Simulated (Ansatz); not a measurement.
# Ge (P6_3/mmc) in Ansatz: further runs

Runs on Ge. Level: r2SCAN. Tasks: single point, equation of state.

Program: Ansatz 0.2.0. These are calculated values, not measurements. Logs are shortened: lines on timing, memory, paths and dates and some standing lists are left out, and cuts for length are marked.

## Step 1: Starting point

Symmetry: P6_3/mmc, No. 194, hexagonal system. The conventional cell has a = 3.998 Å, b = 3.998 Å, c = 6.599 Å, α = 90.00°, β = 90.00°, γ = 120.00°. Around Ge (site symmetry 3m) lie 4 Ge at 2.45 to 2.47 Å.

This isn't the form of Ge at room conditions, which is diamond.

## Step 2: Single point, r2SCAN, 21.46 Å³/atom (volume scaled by 0.94)

File input.yaml:

```yaml
crystal:
  lattice:
    - [3.9159795603, 0.0, 0.0]
    - [-1.9579897802, 3.39133778, 0.0]
    - [0.0, 0.0, 6.464658966]
  atoms:
    - { symbol: Ge, position: [0.3333333333, 0.6666666667, 0.93709875] }
    - { symbol: Ge, position: [0.6666666667, 0.3333333333, 0.43709875] }
    - { symbol: Ge, position: [0.3333333333, 0.6666666667, 0.56290125] }
    - { symbol: Ge, position: [0.6666666667, 0.3333333333, 0.06290125] }
hamiltonian:
  xc: r2scan
  pseudopotentials: { kind: paw }
kpoints:
  mp_grid: { grid: [8, 8, 4] }
scf:
  occupations: { method: fermi_dirac, width: 0.05 }
output:
  forces: true
  stress: true
  eigenvalues: true
  write_density: true
  write_potential: true
  elf: true
  volumetric_format: npy
```

Potentials or basis: Ansatz PAW.

Command:

```bash
$ ansatz run input.yaml --threads 2 --pin off --max-ram 5632MiB --backend cpu --events-out ev --progress --plain --runs-dir out
```

What it wrote:

```text
Warning: RAYON_NUM_THREADS=2 ignored (pool sized by the plan → 2); use --threads N
Engine: ansatz 0.2.0, aarch64-unknown-linux-gnu
Pseudopotentials: kind: paw
Pseudopotential: Ge, paw, valence charge 14, recommended cutoff 500 eV (meta_gga), Ge.paw.azcp
Functional definition: r2SCAN
  parameter k0 = 0.174
  parameter k1 = 0.065
  parameter a1 = 4.9479
  exchange = r2scan_x(k0 = k0, k1 = k1, a1 = a1)
  correlation = r2scan_c
Crystal: 4 atoms, lattice volume = 85.853 Å³
Basis set: ecut = 500 eV, 2177 PW (Γ), exchange–correlation on 120×120×192 points (64 copies of the dense FFT grid, shifted against one another)
Bands: 34, of which v1, the nominal top of the filled ones, is band 28 counted from 1 (27 counted from 0)
Symmetry: 24 space group operations
Space group: P63/mmc (ITA 194), of the structure as read, at distance tolerance 4.4e-5 Å
k-points: 30 of 256
Non-local potential: Ge, projectors of the file, l = 0: 2, l = 1: 2, l = 2: 3, l = 3: 1
PAW form: soft (Blöchl's): semilocal exchange-correlation on the pseudo side does not see the compensation charge
PAW frozen core: Ge, regenerated for the run's functional (the file was generated under x = pbe(κ = 0.804, μ = 0.2195149727645171), c = pbe(β = 0.06672455060314922))
PAW one-centre angular grid: Ge, 590 points (default); XC on 160 Gauss nodes
Initial density: superposition of atomic densities (neutral atoms: chi_scale 0, normalization atom), corrected by the library's trained network
Initial wavefunctions: pseudopotential atomic-orbital guess
Functional: x = r2scan, c = r2scan; τ floored in thin density (d = 2e-4 eV/Å³)
SCF iter   1: F=—  HF=-17211.444714 eV  |F-HF|=—  |Δ(HF+E_count)|=         —  Δρ=6.91e-3  dr2=1.55e-2  dr2_τ=1.15e-2  ethr=1.77e-3  ⟨swp⟩=6.1  Hψ=3901  notcnv=0
preconditioner: auto → Resta (q_TF=auto, 2.541 Å⁻¹)  ε∞=2.6  [insulator: Δε(μ)=0.220 eV  Ē_g=23.773 eV  σ=0.050 eV  W_gap=0.79  n_scr=22 (ndim 8)  ℏωp=30.0 eV  f_vac=0.057  D(μ)=0.04/eV (n_scr^D=0)  ε∞_Penn≈2.6]
SCF iter   2: F=—  HF=-17211.469833 eV  |F-HF|=—  |Δ(HF+E_count)|=   2.51e-2  Δρ=1.79e-3  dr2=1.33e-3  dr2_τ=5.81e-5  ethr=2.76e-5  ⟨swp⟩=2.0  Hψ=2254  notcnv=0  defer=27
SCF iter   3: F=—  HF=-17211.469866 eV  |F-HF|=—  |Δ(HF+E_count)|=   3.31e-5  Δρ=1.30e-3  dr2=6.34e-4  dr2_τ=5.68e-6  ethr=2.38e-6  ⟨swp⟩=2.0  Hψ=1593  notcnv=0  defer=27
SCF iter   4: F=—  HF=-17211.469962 eV  |F-HF|=—  |Δ(HF+E_count)|=   9.67e-5  Δρ=7.31e-5  dr2=5.68e-6  dr2_τ=1.33e-7  ethr=1.13e-6  ⟨swp⟩=2.1  Hψ=1270  notcnv=0  defer=27
SCF iter   5: F=—  HF=-17211.469958 eV  |F-HF|=—  |Δ(HF+E_count)|=   3.95e-6  Δρ=2.28e-5  dr2=4.60e-7  dr2_τ=6.47e-9  ethr=1.01e-8  ⟨swp⟩=2.0  Hψ=1836  notcnv=0  defer=27
SCF iter   6: F=-17211.469958 eV  HF=-17211.469958 eV  |F-HF|=5.51e-9  |Δ(HF+E_count)|=   1.12e-7  Δρ=3.89e-6  dr2=1.37e-8  dr2_τ=1.44e-10  ethr=1.79e-10  ⟨swp⟩=11.4  Hψ=7258  notcnv=0
SCF 1 converged in 6 iterations: F = -17211.469958 eV  dr2 = 1.37e-8
SCF converged after 6 iterations
Free energy (F): -17211.469958 eV
Harris-Foulkes:  -17211.469958 eV  (|F-HF|=5.51e-9)
Internal energy: -17211.469641 eV  (E = F + TS)
E sigma→0 (E₀):  -17211.469800 eV
Entropy (-TS):   -0.000318 eV (-0.079 meV/atom)
Fermi energy:    9.453003 eV
--- Per-component energies (eV) ---
  E_band       = -600.152394
  E_kinetic    = 447.788835
  E_local      = -9748.969546  (includes V_loc(G=0)·N_el)
  E_nonlocal   = 1681.822381
  E_hartree    = 4291.346772
  E_xc         = -278.263121
  E_vxc        = -274.151464  (∫ρ·V_xc dr)
  E_paw        = -8137.600168  (= ΣΔE_a)
  E_vpaw       = -1304.633962  (= ΣTr[D̂ρ^β])
  E_aug_tail   = 0.000066  (compensation charges beyond the density's cutoff)
  E_vtau       = 15.293119  (kinetic-family band-sum trace: ∫τ·v_τ [+ j·A + Jᵃ·Aᵃ] dr)
  E_ewald      = -5463.251796
  E_core_change = -4.343063  (= ΣΔE_core)
  E_smearing   = -0.000318  (= −TS)
  E_closure    = 0.000000  (closes the sum)
  Σ components = -17211.469958   (vs F -17211.469958, Δ=0.00e0)
--- Forces (eV/Å), atoms counted from 1 ---
  atom   1  Ge    -0.00000000    -0.00000000    -0.02950782
  atom   2  Ge     0.00000000     0.00000000    -0.02950782
  atom   3  Ge     0.00000000    -0.00000000     0.02950782
  atom   4  Ge     0.00000000     0.00000000     0.02950782
  max |Σ_I F_I| component: 6.94e-18 eV/Å
--- Stress (GPa, compression-positive) ---
        5.026612      -0.000000       0.000000
        0.000000       5.026612       0.000000
        0.000000       0.000000       5.065342
  P = ⅓ Tr σ = 5.0395 GPa (50.395 kbar)
--- Band table (eV; the first three rows and the last of 30) ---
  k-point 0: bands = ["-16.4346", "-16.4346", "-16.3887", "-16.3867", "-16.3867", "-16.3735", "-16.3569", "-16.3569", "-16.2909", "-16.2909", "-16.1340", "-16.1340", "-16.1258", "-16.1066", "-16.1011", "-16.1011", "-16.0691", "-16.0691", "-16.0394", "-16.0394", "-4.6349", "-2.3331", "0.9761", "7.5007", "7.5007", "8.9885", "9.3089", "9.3089", "9.5642", "10.1882", "11.5915", "11.5915", "12.1770", "14.1259"]
  k-point 1: bands = ["-16.4293", "-16.4293", "-16.3977", "-16.3977", "-16.3856", "-16.3748", "-16.3447", "-16.3447", "-16.3006", "-16.3006", "-16.1273", "-16.1273", "-16.1238", "-16.1102", "-16.1039", "-16.1039", "-16.0653", "-16.0653", "-16.0439", "-16.0439", "-4.4267", "-2.9310", "1.9984", "6.7227", "7.6852", "7.6852", "8.8983", "8.8983", "9.7761", "11.1695", "12.0011", "12.0011", "12.9528", "13.6770"]
  k-point 2: bands = ["-16.4153", "-16.4153", "-16.4153", "-16.4153", "-16.3793", "-16.3793", "-16.3223", "-16.3223", "-16.3223", "-16.3223", "-16.1179", "-16.1179", "-16.1139", "-16.1139", "-16.1139", "-16.1139", "-16.0548", "-16.0548", "-16.0548", "-16.0548", "-3.8215", "-3.8215", "4.1373", "4.1373", "8.2016", "8.2016", "8.2016", "8.2016", "10.3866", "10.3866", "12.8126", "12.8126", "12.8126", "12.8126"]
  k-point 29: bands = ["-16.4510", "-16.4510", "-16.4252", "-16.4252", "-16.3482", "-16.3482", "-16.2694", "-16.2694", "-16.2497", "-16.2497", "-16.1965", "-16.1965", "-16.1634", "-16.1634", "-16.1318", "-16.1318", "-16.0440", "-16.0440", "-16.0128", "-16.0128", "-1.2797", "-1.2797", "0.5868", "0.5868", "4.5810", "4.5810", "6.8374", "6.8374", "10.7936", "10.7936", "13.7487", "13.7487", "14.4707", "14.4707"]
```

rho_z.tsv:

```text
# z_ang	rho[e/angstrom^3]
# format = ansatz-planar-average/11
# lattice	3.915979560	0.000000000	0.000000000
# lattice	-1.957989780	3.391337780	0.000000000
# lattice	0.000000000	0.000000000	6.464658966
# sites	4
# site	32	-0.000000000	2.260891853	6.058023836
# site	32	1.957989780	1.130445927	2.825694353
# site	32	-0.000000000	2.260891853	3.638964613
# site	32	1.957989780	1.130445927	0.406635130
0.000000	8.467022e-1
0.134680	1.009653e0
0.269361	1.364080e0
0.404041	1.540426e0
0.538722	1.291619e0
0.673402	8.252854e-1
[... 40 lines left out ...]
6.195298	1.364080e0
6.329979	1.009653e0
```

It took 7.2 s on 2 threads of Arm Neoverse V2, shared host; peak memory 0.57 GiB.

What came out:

- Free energy: -17211.4700 eV
- Pressure: 5.0 GPa
- Largest force: 0.030 eV/Å
- Band gap on the k mesh: 0.26 eV, direct

Caveat: the PAW data sets come from PBE, with cores solved anew for the run's functional, which leaves a small shift of forces and pressure.

## Step 3: Single point, r2SCAN, 21.92 Å³/atom (volume scaled by 0.96)

Edit input.yaml of step 2 so:

```diff
@@ -2,5 +2,5 @@
   lattice:
-    - [3.9159795603, 0.0, 0.0]
-    - [-1.9579897802, 3.39133778, 0.0]
-    - [0.0, 0.0, 6.464658966]
+    - [3.9435577898, 0.0, 0.0]
+    - [-1.9717788949, 3.4152212273, 0.0]
+    - [0.0, 0.0, 6.5101862333]
   atoms:
@@ -21,5 +21 @@
   eigenvalues: true
-  write_density: true
-  write_potential: true
-  elf: true
-  volumetric_format: npy
```

Potentials or basis: Ansatz PAW.

Command:

```bash
$ ansatz run input.yaml --threads 2 --pin off --max-ram 5632MiB --backend cpu --events-out ev --progress --plain --runs-dir out
```

Run time: 5.4 s. Hardware: 2 threads of Arm Neoverse V2, shared host; peak memory 0.56 GiB.

It converged, with:

```yaml
Free_energy: -17211.5164 eV
Pressure: 3.1 GPa
Largest_force: 0.020 eV/Å
Band_gap_on_the_k_mesh: 0.20 eV, direct
```

Caveat: the PAW data sets come from PBE, with cores solved anew for the run's functional, which leaves a small shift of forces and pressure.

## Step 4: Single point, r2SCAN, 22.38 Å³/atom (volume scaled by 0.98)

Edit input.yaml of step 3 so:

```diff
@@ -2,5 +2,5 @@
   lattice:
-    - [3.9435577898, 0.0, 0.0]
-    - [-1.9717788949, 3.4152212273, 0.0]
-    - [0.0, 0.0, 6.5101862333]
+    - [3.9707555995, 0.0, 0.0]
+    - [-1.9853777998, 3.4387752215, 0.0]
+    - [0.0, 0.0, 6.5550854883]
   atoms:
```

Command:

```bash
$ ansatz run input.yaml --threads 2 --pin off --max-ram 5632MiB --backend cpu --events-out ev --progress --plain --runs-dir out
```

It took 5.9 s on 2 threads of Arm Neoverse V2, shared host; peak memory 0.56 GiB.

Results (log left out):

* Free energy: -17211.5424 eV
* Pressure: 1.5 GPa
* Largest force: 0.012 eV/Å
* Band gap on the k mesh: 0.14 eV, direct

Caveat: the PAW data sets come from PBE, with cores solved anew for the run's functional, which leaves a small shift of forces and pressure.

## Step 5: Single point, r2SCAN, 22.83 Å³/atom

Edit input.yaml of step 4 so:

```diff
@@ -2,5 +2,5 @@
   lattice:
-    - [3.9707555995, 0.0, 0.0]
-    - [-1.9853777998, 3.4387752215, 0.0]
-    - [0.0, 0.0, 6.5550854883]
+    - [3.9975858431, 0.0, 0.0]
+    - [-1.9987929216, 3.462010894, 0.0]
+    - [0.0, 0.0, 6.59937795]
   atoms:
```

Command:

```bash
$ ansatz run input.yaml --threads 2 --pin off --max-ram 5632MiB --backend cpu --events-out ev --progress --plain --runs-dir out
```

It took 6.8 s on 2 threads of Arm Neoverse V2, shared host; peak memory 0.58 GiB.

It converged, with:

```yaml
Free_energy: -17211.5502 eV
Pressure: -0.1 GPa
Largest_force: 0.004 eV/Å
Band_gap_on_the_k_mesh: 0.09 eV, direct
```

Caveat: the PAW data sets come from PBE, with cores solved anew for the run's functional, which leaves a small shift of forces and pressure.

## Step 6: Single point, r2SCAN, 23.29 Å³/atom (volume scaled by 1.02)

Edit input.yaml of step 5 so:

```diff
@@ -2,5 +2,5 @@
   lattice:
-    - [3.9975858431, 0.0, 0.0]
-    - [-1.9987929216, 3.462010894, 0.0]
-    - [0.0, 0.0, 6.59937795]
+    - [4.0240606931, 0.0, 0.0]
+    - [-2.0120303466, 3.4849387866, 0.0]
+    - [0.0, 0.0, 6.6430837134]
   atoms:
```

Potentials or basis: Ansatz PAW.

Command:

```bash
$ ansatz run input.yaml --threads 2 --pin off --max-ram 5632MiB --backend cpu --events-out ev --progress --plain --runs-dir out
```

It took 6.5 s on 2 threads of Arm Neoverse V2, shared host; peak memory 0.57 GiB.

It converged, with:

```yaml
Free_energy: -17211.5418 eV
Pressure: -1.4 GPa
Band_gap_on_the_k_mesh: 0.03 eV, direct
```

Caveat: the PAW data sets come from PBE, with cores solved anew for the run's functional, which leaves a small shift of forces and pressure.

## Step 7: Single point, r2SCAN, 23.75 Å³/atom (volume scaled by 1.04)

Edit input.yaml of step 6 so:

```diff
@@ -2,5 +2,5 @@
   lattice:
-    - [4.0240606931, 0.0, 0.0]
-    - [-2.0120303466, 3.4849387866, 0.0]
-    - [0.0, 0.0, 6.6430837134]
+    - [4.0501916895, 0.0, 0.0]
+    - [-2.0250958448, 3.5075688934, 0.0]
+    - [0.0, 0.0, 6.6862218294]
   atoms:
```

Command:

```bash
$ ansatz run input.yaml --threads 2 --pin off --max-ram 5632MiB --backend cpu --events-out ev --progress --plain --runs-dir out
```

It took 6.6 s on 2 threads of Arm Neoverse V2, shared host; peak memory 0.58 GiB.

The run converged. Its results:

```
Free energy            : -17211.5196 eV
Pressure               : -2.5 GPa
Band gap on the k mesh : none (metal or under the smearing width)
```

Caveat: the PAW data sets come from PBE, with cores solved anew for the run's functional, which leaves a small shift of forces and pressure.

## Step 8: Single point, r2SCAN, 24.20 Å³/atom (volume scaled by 1.06)

Edit input.yaml of step 7 so:

```diff
@@ -2,5 +2,5 @@
   lattice:
-    - [4.0501916895, 0.0, 0.0]
-    - [-2.0250958448, 3.5075688934, 0.0]
-    - [0.0, 0.0, 6.6862218294]
+    - [4.0759897844, 0.0, 0.0]
+    - [-2.0379948922, 3.5299106989, 0.0]
+    - [0.0, 0.0, 6.7288103778]
   atoms:
@@ -21 +21,5 @@
   eigenvalues: true
+  write_density: true
+  write_potential: true
+  elf: true
+  volumetric_format: npy
```

Command:

```bash
$ ansatz run input.yaml --threads 2 --pin off --max-ram 5632MiB --backend cpu --events-out ev --progress --plain --runs-dir out
```

It took 8.8 s on 2 threads of Arm Neoverse V2, shared host; peak memory 0.58 GiB.

It converged, with:

* Free energy: -17211.4850 eV
* Pressure: -3.6 GPa
* Largest force: 0.005 eV/Å
* Band gap on the k mesh: 0.06 eV, direct

Caveat: the PAW data sets come from PBE, with cores solved anew for the run's functional, which leaves a small shift of forces and pressure.

## Step 9: Equation of state, r2SCAN

Potentials or basis: Ansatz PAW.

No new run: the results of the series are fitted here.

What came out:

```
Equilibrium volume                        : 22.82 Å³/atom
Bulk modulus at fixed shape and positions : 70 GPa
Pressure derivative of the bulk modulus   : 5.4
```

Energy against volume, from the lowest point:
```csv
volume (Å³/atom),energy (meV/atom)
21.463,20.06
21.920,8.45
22.377,1.95
22.833,0.00
23.290,2.09
23.747,7.65
24.203,16.31
```

Caveat: the cell was scaled at fixed shape and fractional positions, which overstates the stiffness of a crystal with free parameters, most of all of layers and chains; the PAW data sets were made with another functional, which shifts forces and pressure a little.
